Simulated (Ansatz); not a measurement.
**P (puckered monolayer): the HSE06 gap against the k mesh of the hybrid**

Wanted: the cheapest k mesh of the hybrid that holds the HSE06 gap of P (puckered monolayer).

Main program and level: Ansatz 0.2.0; DFT, HSE06, plane waves, PAW.

### 1. The structure

The cell holds 4 atoms: 4 P. Cell: a = 4.612 Å, b = 3.309 Å, c = 27.820 Å, α = 90.0°, β = 90.0°, γ = 90.0°. Vacuum lies along c.

The structure was relaxed with PBE. The runs that relaxed it are not among those shown. The default PAW set here is soft_2. Its files were made with PBE. The Coulomb interaction is cut off across the vacuum.

### 2. k mesh of the hybrid: 2×2×1

Input file input.yaml:

```yaml
crystal:
  lattice:
    - [4.6116223839, 0.0, 0.0]
    - [0.0, 3.3094050355, 0.0]
    - [0.0, 0.0, 27.8195791164]
  atoms:
    - { symbol: P, position: [0.0885669143, 0.0, 0.3793638828] }
    - { symbol: P, position: [0.4114330857, 0.5, 0.3793638828] }
    - { symbol: P, position: [0.5885669143, 0.5, 0.3036083477] }
    - { symbol: P, position: [0.9114330857, 0.0, 0.3036083477] }
  periodic: [true, true, false]
kpoints:
  mp_grid: { grid: [2, 2, 1] }
  band_path:
    path: [[0.0, 0.0, 0.0], [0.5, 0.0, 0.0], [0.5, 0.5, 0.0], [0.0, 0.5, 0.0]]
    npoints: 1
hamiltonian:
  xc: hse06
scf:
  occupations: { method: fixed }
  n_extra_bands: 5
output:
  eigenvalues: true
  write_density: true
  write_potential: true
  elf: true
  volumetric_format: npy
```

The run is started by

```bash
> ansatz run input.yaml --threads 2 --pin off --max-ram 92160MiB --backend cuda --events-out ev --progress --plain --runs-dir out --devices 1 --max-vram 13GiB  # rebuilt from the run's record
```

Numbers of over 12 decimals in the logs are rounded to 6 here.

Output:

```text
scf.n_extra_bands = 5 over 10 filled bands (N_el = 20.0): the run solves 15 bands
exact exchange: scf.exx.singularity resolves to wigner_seitz, which cuts the screened interaction at the faces of the exchange supercell's Wigner-Seitz cell, so that each pair interacts once, at the shortest of its separations (the periodic images that this leaves out come, for a point-like exchange hole, to about 0.063 eV on a filled level). The cut falls within the interaction's reach, and what an exchange supercel [...]
GPUs: using 1 of 1 available (devices: 1).
Engine: ansatz 0.2.0, x86_64-unknown-linux-gnu
Pseudopotentials: kind: paw
Pseudopotential: P, paw, valence charge 5, recommended cutoff 420 eV (normal), P.paw.azcp
Functional definition: HSE06
  parameter a = 0.25
  parameter omega = 0.11/bohr
  exchange = pbe_x - a*pbe_x_sr(omega) + a*exact_x_sr(omega)
  correlation = pbe_c
davidson cushion auto → on  (no smearing: the cushion is to keep the highest requested band from converging to the state above it; pin scf.eigensolver.cushion to override)
device memory: the entry about to start is reckoned to put 1.5 GiB on a device that reports 55.9 GiB free (of which the cap on the GPU budget leaves the run 13.0 GiB)
GPU FFT provider: cuFFT
GPU libraries: cuBLAS 13.8.2, cuFFT 12.4.0, cuSOLVER 12.3.4
Crystal: 4 atoms, lattice volume = 424.575 Å³
Basis set: ecut = 420 eV, 8373 PW (Γ)
Bands: 15, of which v1, the nominal top of the filled ones, is band 10 counted from 1 (9 counted from 0)
Symmetry: 8 space group operations
Space group: Pmna (ITA 53), of the structure as read, at distance tolerance 7.5e-5 Å
k-points: 4
Non-local potential: P, projectors of the file, l = 0: 2, l = 1: 2, l = 2: 2
PAW form: soft (Blöchl's): semilocal exchange-correlation on the pseudo side does not see the compensation charge
PAW frozen core: P, regenerated for the run's functional, and the local potential with it (the file was generated under x = pbe(κ = 0.804, μ = 0.219515), c = pbe(β = 0.066725))
PAW one-centre angular grid: P, 110 points (default); XC on 64 Gauss nodes
Initial density: superposition of atomic densities (neutral atoms: chi_scale 0, normalization atom), corrected by the library's trained network
Initial wavefunctions: pseudopotential atomic-orbital guess
GPU buffer pool allocated for 147456 grid points (all kernels)
GPU transforms: local potential and band sums: pruned to the plane-wave sphere, on 32×24×192
Functional: x = pbe(κ = 0.804, μ = 0.219515), c = pbe(β = 0.066725), warm-up for x = pbe(κ = 0.804, μ = 0.219515) + 0.25 (exact − pbe) at short range (hse, ω = 0.207870 Å⁻¹), c = pbe(β = 0.066725); HSE06 as pw.x's `hse` composes it (authors' and Libxc's form: `xc: wpbeh`)
SCF iter   1: F=—  HF=-3021.514016 eV  |F-HF|=—  |Δ(HF+E_count)|=         —  Δρ=3.17e-3  dr2=4.01e-2  ethr=1.77e-3  ⟨swp⟩=9.8  Hψ=357  notcnv=0
preconditioner: auto → none  [insulator: Δε(μ)=0.894 eV  Ē_g=8.858 eV  n_scr=32 (ndim 8)  ℏωp=8.1 eV  f_vac=0.760]
SCF iter   2: F=—  HF=-3021.509379 eV  |F-HF|=—  |Δ(HF+E_count)|=   4.64e-3  Δρ=1.56e-3  dr2=6.90e-3  ethr=2.00e-4  ⟨swp⟩=3.2  Hψ=171  notcnv=0
SCF iter   3: F=—  HF=-3021.509323 eV  |F-HF|=—  |Δ(HF+E_count)|=   5.56e-5  Δρ=6.32e-4  dr2=1.49e-3  ethr=3.45e-5  ⟨swp⟩=3.5  Hψ=163  notcnv=0  defer=1
iter 4 solved again at ethr=3.16e-7 eV; its pass at ethr=7.43e-6 eV (dr2=6.31e-5 eV) is discarded
SCF iter   4: F=—  HF=-3021.509267 eV  |F-HF|=—  |Δ(HF+E_count)|=   5.65e-5  Δρ=9.87e-5  dr2=8.49e-5  ethr=3.16e-7  ⟨swp⟩=4.5  Hψ=368  notcnv=0  defer=1
eigensolver tolerance schedule calibrated: the retry pair's looser diagonalisation under-reported the residual by θ = 0.26 (0.19/decade); ethr = c·dr2/N_el runs at the constant in force after the calibration composes with the one it found (an armed cap, an earlier calibration), c = 2.9e-2
[...]
SCF iter   3: F=—  HF=-3023.321699 eV  |F-HF|=—  |Δ(HF+E_count)|=   7.62e-3  Δρ=4.81e-4  dr2=8.71e-4  ethr=1.01e-7  ⟨swp⟩=6.8  Hψ=292  notcnv=0  defer=1
SCF iter   4: F=—  HF=-3023.321417 eV  |F-HF|=—  |Δ(HF+E_count)|=   2.82e-4  Δρ=9.85e-5  dr2=6.03e-5  ethr=1.01e-7  ⟨swp⟩=4.5  Hψ=239  notcnv=0
SCF iter   5: F=—  HF=-3023.321650 eV  |F-HF|=—  |Δ(HF+E_count)|=   2.33e-4  Δρ=6.54e-5  dr2=3.18e-5  ethr=3.63e-8  ⟨swp⟩=4.8  Hψ=231  notcnv=0
SCF iter   6: F=-3023.321639 eV  HF=-3023.321642 eV  |F-HF|=2.78e-6  |Δ(HF+E_count)|=   8.79e-6  Δρ=1.55e-5  dr2=5.00e-6  ethr=3.63e-8  ⟨swp⟩=4.2  Hψ=208  notcnv=0
SCF 2 stopped early in 6 iterations: F = -3023.321639 eV  dr2 = 5.00e-6
  greatest PAW one-centre occupation: 0.798 electrons in one spin orbital (limit 2), on the P atom at site 3 (counted from 0), in its partial waves of l = 0
hybrid outer 1: dexx = +9.529e-3 eV, tail = 8.30e-6 eV
GPU FFT provider: cuFFT
GPU libraries: cuBLAS 13.8.2, cuFFT 12.4.0, cuSOLVER 12.3.4
GPU buffer pool allocated for 147456 grid points (all kernels)
GPU transforms: local potential and band sums: pruned to the plane-wave sphere, on 32×24×192
Exchange kernel: α = 0.2500, screened, ω = 0.2079 Å⁻¹, Wigner–Seitz truncation, v(0) = 828.2466 eV·Å³, q-mesh 2×2×1, nearest image of the exchange supercell L = 6.62 Å, pair-density grid 32×24×192, without the augmentation charges, whose exchange is taken in its separable form (the finest that the files' search goes to)
Frozen-core exchange: fock
SCF iter   1: F=—  HF=-3023.321616 eV  |F-HF|=—  |Δ(HF+E_count)|=         —  Δρ=5.55e-6  dr2=2.15e-7  ethr=2.07e-7  ⟨swp⟩=3.0  Hψ=141  notcnv=0
preconditioner: auto → none  [insulator: Δε(μ)=1.644 eV  Ē_g=10.073 eV  n_scr=32 (ndim 8)  ℏωp=8.0 eV  f_vac=0.757]
SCF iter   2: F=—  HF=-3023.321616 eV  |F-HF|=—  |Δ(HF+E_count)|=   4.19e-7  Δρ=3.95e-6  dr2=1.56e-7  ethr=7.69e-10  ⟨swp⟩=5.8  Hψ=245  notcnv=0  defer=1
iter 3 solved again at ethr=7.53e-12 eV; its pass at ethr=7.34e-10 eV (dr2=1.51e-9 eV) is discarded
SCF iter   3: F=-3023.321616 eV  HF=-3023.321616 eV  |F-HF|=4.32e-10  |Δ(HF+E_count)|=   4.68e-8  Δρ=6.84e-7  dr2=4.20e-9  ethr=7.53e-12  ⟨swp⟩=4.2  Hψ=356  notcnv=0
SCF 3 converged in 3 iterations: F = -3023.321616 eV  dr2 = 4.20e-9
hybrid outer 2: dexx = +4.363e-7 eV, tail = 8.60e-9 eV, Δε = 1.86e-3 eV (about 7.38e-5 eV left of the loop's levels)
device memory: the entry about to start is reckoned to put 0.8 GiB on a device that reports 50.7 GiB free (of which the cap on the GPU budget leaves the run 13.0 GiB)
NSCF: frozen V_eff on 4 k-points
WARN: The output density's exchange-correlation potential varies sharply where the density is thin. Do not read a vacuum level from v_tot or v_xc, or from such a field of the output density. On a cell that repeats whose density bears no net charge and no dipole along the vacuum's axis use v_es (v_loc + v_h of the components); under efield.dipole_correction with no amplitude use v_es + v_field, which holds any externa [...]
hybrid SCF converged: 2 outer / 9 inner (+5 warm-up), last move |dexx| = 4.36e-7 eV, tail = 8.60e-9 eV
Stability not checked: this state was not tested for a lower state beside it, because the functional holds exact exchange (a hybrid, or Hartree-Fock), whose exchange loop this test does not read (fock_operator; see scf.lower_state_search)
Free energy (F): -3023.321616 eV
Frozen-core exchange: fock
Harris-Foulkes:  -3023.321616 eV  (|F-HF|=4.32e-10)
Internal energy: -3023.321616 eV  (E = F + TS)
E sigma→0 (E₀):  -3023.321616 eV
Fermi energy:    -5.419569 eV
--- Per-component energies (eV) ---
  E_band       = -241.222377
  E_kinetic    = 279.660897
  E_local      = -13493.129036  (includes V_loc(G=0)·N_el)
  E_nonlocal   = 133.662198
  E_hartree    = 6564.550777
  E_xc         = -199.269224
  E_vxc        = -195.681761  (∫ρ·V_xc dr)
  E_exx        = -32.040695  (= α·E_x^exact, valence–valence)
  E_paw        = -2291.820940  (= ΣΔE_a)
  E_vpaw       = -30.756063  (= ΣTr[D̂ρ^β])
  E_aug_tail   = 0.000013  (compensation charges beyond the density's cutoff)
  E_ewald      = 6015.367001
  E_core_change = -0.302608  (= ΣΔE_core)
  E_smearing   = -0.000000  (= −TS)
  E_closure    = -0.000000  (closes the sum)
  Σ components = -3023.321616   (vs F -3023.321616, Δ=0.00e0)
--- Band table (eV) ---
  k-point 0: bands = [... 6 lower, -9.1752, -7.4422, -7.1575, -5.4196, -3.7759, -2.9164, -1.7657, -1.1193, ... 1 higher]
  k-point 1: bands = [... 6 lower, -8.3664, -8.3664, -7.5114, -7.5114, -3.3811, -3.3811, -2.5142, -2.5142, ... 1 higher]
  k-point 2: bands = [... 6 lower, -8.2946, -8.2946, -6.7079, -6.7079, -2.4357, -2.4357, -0.9177, -0.9177, ... 1 higher]
  k-point 3: bands = [... 6 lower, -10.4008, -10.4008, -6.6503, -6.6503, -2.1771, -2.1771, -0.5925, -0.5925, ... 1 higher]
  the weakly bound empty levels are not read free of the cell's end (exact_exchange)
```

Run time: 7.7 s. Hardware: 1 × NVIDIA H100 80GB HBM3 (shared by 6 runs) with 2 threads of AMD EPYC 7R13 (Zen 3), shared host; peak memory 1.1 GiB; 7.8 s of CPU time.

Reading the cycles: dr2 is the Hartree energy of the density residual (eV), the measure of convergence; HF is the Harris–Foulkes estimate of the energy, which meets the free energy F at convergence.

Numbers from this step:

| Property | Result |
| --- | --- |
| gap | 1.644 eV |
| valence top at | Γ |
| conduction bottom at | Γ |
| least direct gap | 1.644 eV |
| exact-exchange fraction | 0.25 |

The gap is direct, at Γ.

### 3. k mesh of the hybrid: 2×4×1

Edit input.yaml of step 2 so:

```diff
@@ -12,3 +12,3 @@
 kpoints:
-  mp_grid: { grid: [2, 2, 1] }
+  mp_grid: { grid: [2, 4, 1] }
   band_path:
```

Output:

```text
[...]
GPUs: using 1 of 1 available (devices: 1).
[...]
GPU FFT provider: cuFFT
GPU libraries: cuBLAS 13.8.2, cuFFT 12.4.0, cuSOLVER 12.3.4
Crystal: 4 atoms, lattice volume = 424.575 Å³
Basis set: ecut = 420 eV, 8373 PW (Γ)
Bands: 15, of which v1, the nominal top of the filled ones, is band 10 counted from 1 (9 counted from 0)
Symmetry: 8 space group operations
[...]
k-points: 6 of 8
[...]
k-point 0: bands = [... 6 lower, -9.1243, -7.3926, -7.2454, -5.4930, -3.8380, -3.0942, -1.9261, -1.2026, ... 1 higher]
  k-point 1: bands = [... 6 lower, -9.7057, -8.8307, -7.2163, -5.9449, -3.4575, -3.1185, -1.2398, -1.0541, ... 1 higher]
  k-point 2: bands = [... 6 lower, -8.4496, -8.4496, -7.5648, -7.5648, -3.4820, -3.4820, -2.5812, -2.5812, ... 1 higher]
  k-point 5: bands = [... 6 lower, -10.4849, -10.4849, -6.7047, -6.7047, -2.2658, -2.2658, -0.6637, -0.6637, ... 1 higher]
  the weakly bound empty levels are not read free of the cell's end (exact_exchange)
[key lines of the parts left out:]
Free energy (F): -3024.260666 eV
Fermi energy:    -5.493027 eV
```

It took 11 s on 1 × NVIDIA H100 80GB HBM3 (shared by 6 runs) with 2 threads; peak memory 1.5 GiB; 10 s of CPU time.

This step gave:

| Property | Result |
| --- | --- |
| gap | 1.655 eV |
| valence top at | Γ |
| conduction bottom at | Γ |
| least direct gap | 1.655 eV |

The gap is 1.655 eV, +0.011 eV from the run before at this level.

### 4. k mesh of the hybrid: 4×6×1

Edit input.yaml of step 3 so:

```diff
@@ -12,3 +12,3 @@
 kpoints:
-  mp_grid: { grid: [2, 4, 1] }
+  mp_grid: { grid: [4, 6, 1] }
   band_path:
@@ -23,5 +23 @@
   eigenvalues: true
-  write_density: true
-  write_potential: true
-  elf: true
-  volumetric_format: npy
```

Output:

```text
[...]
GPUs: using 1 of 1 available (devices: 1).
[...]
GPU FFT provider: cuFFT
GPU libraries: cuBLAS 13.8.2, cuFFT 12.4.0, cuSOLVER 12.3.4
Crystal: 4 atoms, lattice volume = 424.575 Å³
Basis set: ecut = 420 eV, 8373 PW (Γ)
Bands: 15, of which v1, the nominal top of the filled ones, is band 10 counted from 1 (9 counted from 0)
Symmetry: 8 space group operations
[...]
k-points: 12 of 24
[...]
k-point 0: bands = [... 6 lower, -9.1255, -7.3852, -7.2812, -5.4834, -3.8988, -3.1279, -1.9563, -1.2405, ... 1 higher]
  k-point 1: bands = [... 6 lower, -10.1210, -8.6476, -7.1940, -5.6308, -3.5650, -2.7427, -0.6665, -0.2935, ... 1 higher]
  k-point 2: bands = [... 6 lower, -9.2590, -8.6755, -7.5111, -6.4550, -3.6892, -2.8018, -2.4189, -1.9510, ... 1 higher]
  k-point 11: bands = [... 6 lower, -10.5124, -10.5124, -6.7270, -6.7270, -2.3011, -2.3011, -0.6983, -0.6983, ... 1 higher]
  the weakly bound empty levels are not read free of the cell's end (exact_exchange)
[key lines of the parts left out:]
Free energy (F): -3024.406277 eV
Fermi energy:    -5.483405 eV
```

Elapsed: 24 s, on 1 × NVIDIA H100 80GB HBM3 (shared by 6 runs) with 2 threads; peak memory 1.9 GiB; 15 s of CPU time.

This step gave:

* gap: 1.585 eV
* valence top at: Γ
* conduction bottom at: Γ
* least direct gap: 1.585 eV

The gap is 1.585 eV, −0.070 eV from the run before at this level.

### 5. The series

Differences are against the last row; a negative gap means that bands overlap, and a run with a band path holds that path's time. Times are wall times on 1 × NVIDIA H100 80GB HBM3 (shared by 6 runs) with 2 threads of AMD EPYC 7R13 (Zen 3), shared host, good to a factor of about two.

```csv
k mesh of the hybrid,gap (eV),direct gap (eV),gap error (eV),energy error (meV/atom),irreducible k,time
2×2×1,1.644,1.644,+0.059,+271.2,4,7.7 s
2×4×1,1.655,1.655,+0.070,+36.4,6,11 s
4×6×1,1.585,1.585,+0.000,+0.0,12,24 s
```

### 6. Results

* 2×2×1: 1.644 eV
* 2×4×1: 1.655 eV
* 4×6×1: 1.585 eV

**Reading.** The gap holds to 0.02 eV from 4×6×1 on, the last run itself, so the series does not show convergence. At 2×2×1 the gap is off by +0.059 eV and the energy by +271 meV/atom. The gap is read over the mesh and added points near the edges, so meshes differ mainly through the density and, for a hybrid, the exchange operator.

[Paths, hosts, dates, memory and timing lines, banners, echoed tables and standing remarks are left out of the program output.]

[Logs are printed without paths, hosts, clocks, repeated set-up lines and the standing remarks that a program may print on its own settings, such as how far it seeks lower states.]

[Runs of the session that timed out or met a known fault of the program may be left out.]

[Cells called generated may have been cut or substituted from an entry of the Crystallography Open Database or the Materials Project.]

[Hosts, paths, dates, database ids (printed as entryN), source tags and the programs' standing remarks are cut or masked in the printed files.]
